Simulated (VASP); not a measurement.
# ZrC (P6_3/mmc) in VASP: further runs

The runs below take ZrC through single point, with PBE.

All numbers are computed with VASP 6.6.1; they aren't measurements. Logs are shortened: lines on timing, memory, paths and dates and some standing lists are left out, and cuts for length are marked.

## 1. The crystal as given

Symmetry: P6_3/mmc, No. 194, hexagonal system. The conventional cell has a = 3.391 Å, b = 3.391 Å, c = 5.290 Å, α = 90.00°, β = 90.00°, γ = 120.00°. Zr (site symmetry -6m2) is surrounded by 6 C at 2.36 Å. C (site symmetry -3m) is surrounded by 6 Zr at 2.36 Å and 2 C at 2.65 Å.

The cell comes from a database or a generator and needn't be the stable form of this composition.

## 2. Single point, PBE

Input file INCAR:

```
SYSTEM = ZrC
ALGO = Fast
EDIFF = 1E-6
ENCUT = 520
GGA = PE
ISIF = 2
ISMEAR = 0
LASPH = .TRUE.
LCHARG = .FALSE.
LREAL = .FALSE.
LWAVE = .FALSE.
NBANDS = 24
NELM = 100
PREC = Accurate
SIGMA = 0.1
```

Input file KPOINTS:

```
k-points
0
G
  15 15 8
  0 0 0
```

Input file POSCAR:

```
ZrC
1.0
    3.3914762718      0.0000000000      0.0000000000
   -1.6957381359      2.9371046077      0.0000000000
    0.0000000000      0.0000000000      5.2900530000
Zr C
2 2
Direct
    0.3333333300      0.6666666700      0.2500000000
    0.6666666700      0.3333333300      0.7500000000
    0.0000000000      0.0000000000      0.0000000000
    0.0000000000      0.0000000000      0.5000000000
```

Potentials or basis: VASP PAW PBE potentials, release 64 (Zr_sv, C).

Run with:

```bash
$ cat potpaw_PBE.64/Zr_sv/POTCAR potpaw_PBE.64/C/POTCAR > POTCAR
$ mpirun -np 1 vasp_std > vasp.out
```

OUTCAR:

```text
SYSTEM = ZrC
   EDIFF = 1E-6
   ENCUT = 520
   GGA = PE
   ISIF = 2
   ISMEAR = 0
   LASPH = .TRUE.
   LREAL = .FALSE.
   NELM = 100
   PREC = Accurate

 ion  position               nearest neighbor table
   1  0.333  0.667  0.250-   3 2.36   4 2.36   3 2.36   4 2.36   3 2.36   4 2.36   2 3.29   2 3.29
                             2 3.29   2 3.29   2 3.29   2 3.29
   2  0.667  0.333  0.750-   3 2.36   4 2.36   3 2.36   4 2.36   3 2.36   4 2.36   1 3.29   1 3.29
                             1 3.29   1 3.29   1 3.29   1 3.29
   3  0.000  0.000  0.000-   1 2.36   2 2.36   1 2.36   2 2.36   2 2.36   1 2.36
   4  0.000  0.000  0.500-   1 2.36   2 2.36   1 2.36   2 2.36   2 2.36   1 2.36

  LATTYP: Found a hexagonal cell.
 ALAT       =     3.3914762718
 C/A-ratio  =     1.5598083478

  Lattice vectors:

 A1 = (   3.3914762718,   0.0000000000,   0.0000000000)
 A2 = (  -1.6957381359,   2.9371046077,   0.0000000000)
 A3 = (   0.0000000000,   0.0000000000,   5.2900530000)

Analysis of symmetry for initial positions (statically):
=====================================================================
 Subroutine PRICEL returns:
 Original cell was already a primitive cell.

 Routine SETGRP: Setting up the symmetry group for a
 hexagonal supercell.

 Subroutine GETGRP returns: Found 24 space group operations
 (whereof 12 operations were pure point group operations)
 out of a pool of 24 trial point group operations.

The static configuration has the point symmetry D_3d.
 The point group associated with its full space group is D_6h.

Analysis of symmetry for dynamics (positions and initial velocities):
=====================================================================
 Subroutine PRICEL returns:
 Original cell was already a primitive cell.

 Routine SETGRP: Setting up the symmetry group for a
 hexagonal supercell.

 Subroutine GETGRP returns: Found 24 space group operations
 (whereof 12 operations were pure point group operations)
 out of a pool of 24 trial point group operations.

The dynamic configuration has the point symmetry D_3d.
 The point group associated with its full space group is D_6h.

 Subroutine INISYM returns: Found 24 space group operations
 (whereof 12 operations are pure point group operations),
 and found     1 'primitive' translations

----------------------------------------------------------------------------------------

                                     Primitive cell

  volume of cell :      52.6949

  direct lattice vectors                    reciprocal lattice vectors
     3.391476272  0.000000000  0.000000000     0.294856847  0.170235680  0.000000000
    -1.695738136  2.937104608  0.000000000     0.000000000  0.340471360  0.000000000
     0.000000000  0.000000000  5.290053000     0.000000000  0.000000000  0.189034023

  length of vectors
     3.391476272  3.391476272  5.290053000     0.340471360  0.340471360  0.189034023

  position of ions in fractional coordinates (direct lattice)
     0.333333330  0.666666670  0.250000000
     0.666666670  0.333333330  0.750000000
     0.000000000  0.000000000  0.000000000
     0.000000000  0.000000000  0.500000000

  ion indices of the primitive-cell ions
   primitive index   ion index
                 1           1
                 2           2
                 3           3
                 4           4

----------------------------------------------------------------------------------------

 KPOINTS: k-points

Automatic generation of k-mesh.
 Grid dimensions read from file:
 generate k-points for:   15   15    8

 Generating k-lattice:

  Cartesian coordinates                     Fractional coordinates (reciprocal lattice)
     0.019657123  0.011349045  0.000000000     0.066666667 -0.000000000  0.000000000
     0.000000000  0.022698091  0.000000000     0.000000000  0.066666667  0.000000000
     0.000000000  0.000000000  0.023629253     0.000000000  0.000000000  0.125000000

  Length of vectors
     0.022698091  0.022698091  0.023629253

  Shift w.r.t. Gamma in fractional coordinates (k-lattice)
     0.000000000  0.000000000  0.000000000

 Subroutine IBZKPT returns following result:
 ===========================================

 Found    135 irreducible k-points:

 Following reciprocal coordinates:
            Coordinates               Weight
  0.000000  0.000000  0.000000      1.000000
  0.066667  0.000000  0.000000      6.000000
  0.133333  0.000000  0.000000      6.000000
  0.200000  0.000000  0.000000      6.000000
  0.266667  0.000000  0.000000      6.000000
  0.333333  0.000000  0.000000      6.000000
[... 16 lines left out ...]
  0.333333  0.200000  0.000000     12.000000
  0.400000  0.200000  0.000000      6.000000
 [... further k-points ...]
   k-points           NKPTS =    135   k-points in BZ     NKDIM =    135   number of bands    NBANDS=     24
   number of dos      NEDOS =    301   number of ions     NIONS =      4
   total plane-waves  NPLWV =  31360
   dimension x,y,z NGX =    28 NGY =   28 NGZ =   40
   dimension x,y,z NGXF=    56 NGYF=   56 NGZF=   80
   ions per type =               2   2
   NGX,Y,Z   is equivalent  to a cutoff of  13.73, 13.73, 12.57 a.u.
   NGXF,Y,Z  is equivalent  to a cutoff of  27.45, 27.45, 25.14 a.u.
 SYSTEM =  ZrC
   PREC   = accura    normal or accurate (medium, high low for compatibility)
   ISTART =      0    job   : 0-new  1-cont  2-samecut
   ICHARG =      2    charge: 1-file 2-atom 10-const
   ISPIN  =      1    spin polarized calculation?
   LNONCOLLINEAR =      F non collinear calculations
   LSORBIT =      F    spin-orbit coupling
   LASPH  =      T    aspherical Exc in radial PAW
   ENCUT  =  520.0 eV  38.22 Ry    6.18 a.u.   6.31  6.31  9.84*2*pi/ulx,y,z
   NELM   =    100;   NELMIN=  2; NELMDL= -5     # of ELM steps
   EDIFF  = 0.1E-05   stopping-criterion for ELM
   LREAL  =      F    real-space projection
   EDIFFG = 0.1E-04   stopping-criterion for IOM
   NSW    =      0    number of steps for IOM
   IBRION =     -1    ionic relax: 0-MD 1-quasi-New 2-CG
   NFREE  =      0    steps in history (QN), initial steepest desc. (CG)
   ISIF   =      2    stress and relaxation
   ISYM   =      2    0-nonsym 1-usesym 2-fastsym
   POTIM  = 0.5000    time-step for ionic-motion
   TEBEG  =    0.0;   TEEND  =   0.0 temperature during run
   PSTRESS=    0.0 pullay stress
   NELECT =      32.0000    total number of electrons
   NUPDOWN=      -1.0000    fix difference up-down
   EMIN   =  10.00;   EMAX   =-10.00  energy-range for DOS
   EFERMI =   0.00;   METHOD = LEGACY
   ISMEAR =     0;   SIGMA  =   0.10  broadening in eV -4-tet -1-fermi 0-gaus
   EFERMI_NEDOS =   21; number of points for ismear=-14 and -15
   IALGO  =     68    algorithm
   IMIX   =      4    mixing-type and parameters
     AMIX     =   0.40;   BMIX     =  1.00
     AMIX_MAG =   1.60;   BMIX_MAG =  1.00
  volume/ion in A,a.u.               =      13.17        88.90
  Fermi-wavevector in a.u.,A,eV,Ry     =   1.386337  2.619797 26.149441  1.921930
  Thomas-Fermi vector in A             =   2.510662
   LORBIT       =      0    0 simple, 1 ext, 2 COOP (PROOUT), +10 PAW based schemes
   GGA     = PE    functional components
   LHFCALC =     F    Hartree Fock is set to
   AEXX    =    0.0000 exact exchange contribution
   IVDW    =     0    specifies the selected vdW correction
   LEPSILON=     F    determine dielectric tensor
   LRPA    =     F    only Hartree local field effects (RPA)
 non-spin polarized calculation
 RMM-DIIS sequential band-by-band and
 Gauss-broadening in eV      SIGMA  =   0.10
  energy-cutoff  :      520.00
  volume of cell :       52.69
 maximum number of plane-waves:      1436
 NGX is ok and might be reduce to    28
   NGX = 13   NGY = 13   NGZ = 19

 number of electron      32.0000001 magnetization

 Free energy of the ion-electron system (eV)
  ---------------------------------------------------
  ext. energy  EPLUGINS =         0.00000000
  ---------------------------------------------------
  free energy    TOTEN  =       -38.25297962 eV

  energy without entropy =      -38.25046052  energy(sigma->0) =      -38.25172007

 E-fermi :   9.9162     XC(G=0): -12.0640

 val. band max:        9.8870851203   @ k =   0.1333   0.0000   0.1250
 cond. band min:       9.9174460316   @ k =   0.1333   0.0000   0.0000
 fundamental gap:      0.0303609113
 Fermi energy:         9.9161944170

 k-point     1 :       0.0000    0.0000    0.0000
  band No.  band energies     occupation
      1     -38.6184      2.00000
      2     -38.5057      2.00000
      3     -17.1662      2.00000
      4     -16.4684      2.00000
      5     -16.4684      2.00000
      6     -16.3709      2.00000
[... 16 lines left out ...]
     23      14.1065      0.00000
     24      17.1184      0.00000

 k-point     2 :       0.0667    0.0000    0.0000
  band No.  band energies     occupation
      1     -38.6151      2.00000
      2     -38.5045      2.00000
      3     -17.1535      2.00000
      4     -16.4942      2.00000
      5     -16.4786      2.00000
      6     -16.3950      2.00000
[... 16 lines left out ...]
     23      14.3290      0.00000
     24      16.9479      0.00000

 k-point     3 :       0.1333    0.0000    0.0000
  band No.  band energies     occupation
      1     -38.6054      2.00000
      2     -38.5012      2.00000
      3     -17.1165      2.00000
      4     -16.5681      2.00000
      5     -16.5053      2.00000
      6     -16.4611      2.00000
[... 16 lines left out ...]
     23      14.9236      0.00000
     24      16.5362      0.00000
[... 514 lines left out ...]
 k-point    23 :       0.3333    0.2000    0.0000
  band No.  band energies     occupation
      1     -38.5217      2.00000
      2     -38.4912      2.00000
      3     -17.0120      2.00000
      4     -16.8196      2.00000
      5     -16.7412      2.00000
      6     -16.7036      2.00000
[... 16 lines left out ...]
     23      15.9676      0.00000
     24      16.1355      0.00000

 k-point    24 :       0.4000    0.2000    0.0000
  band No.  band energies     occupation
      1     -38.5161      2.00000
      2     -38.4931      2.00000
      3     -17.0303      2.00000
      4     -16.8074      2.00000
      5     -16.7361      2.00000
      6     -16.7083      2.00000
[... 16 lines left out ...]
     23      16.0593      0.00000
     24      16.2649      0.00000

 [... further k-points ...]

------------------------ aborting loop because EDIFF is reached ----------------------------------------

  FORCE on cell =-STRESS in cart. coord.  units (eV):
  Direction    XX          YY          ZZ          XY          YZ          ZX
  --------------------------------------------------------------------------------------
  -------------------------------------------------------------------------------------
  Total       -0.7611907     -0.7611907     -0.5369520      0.0000000     -0.0000000     -0.0000000
  in kB      -23.1438618    -23.1438618    -16.3259269      0.0000000     -0.0000000     -0.0000000
  external PRESSURE =     -20.8712168 kB  Pullay stress =       0.0000000 kB

 VOLUME and BASIS-vectors are now :
 -----------------------------------------------------------------------------
  energy-cutoff  :      520.00
  volume of cell :       52.69
      direct lattice vectors                 reciprocal lattice vectors
     3.391476272  0.000000000  0.000000000     0.294856847  0.170235680  0.000000000
    -1.695738136  2.937104608  0.000000000     0.000000000  0.340471360  0.000000000
     0.000000000  0.000000000  5.290053000     0.000000000  0.000000000  0.189034023

 POSITION                                       TOTAL-FORCE (eV/Angst)
 -----------------------------------------------------------------------------------
     -0.00000      1.95807      1.32251        -0.000000      0.000000      0.000000
      1.69574      0.97903      3.96754         0.000000     -0.000000      0.000000
      0.00000      0.00000      0.00000        -0.000000      0.000000      0.000000
      0.00000      0.00000      2.64503        -0.000000      0.000000      0.000000
 -----------------------------------------------------------------------------------
    total drift:                               -0.000012      0.000007     -0.000000

  FREE ENERGIE OF THE ION-ELECTRON SYSTEM (eV)
  ---------------------------------------------------
  free  energy   TOTEN  =       -38.2529796233 eV

  energy  without entropy=      -38.2504605213  energy(sigma->0) =      -38.25172007
```

It took 2.8 min on 1 thread of Intel Xeon Platinum 8488C (Sapphire Rapids), shared host; peak memory 0.27 GiB.

Results:

```yaml
Free_energy: -38.2530 eV
Pressure: -2.1 GPa
Band_gap_on_the_k_mesh: none (metal or under the smearing width)
```

Stress tensor (GPa, compression positive):
```
-2.31  0.00  0.00
 0.00 -2.31  0.00
 0.00  0.00 -1.63
```

[end of part 1 of 2]
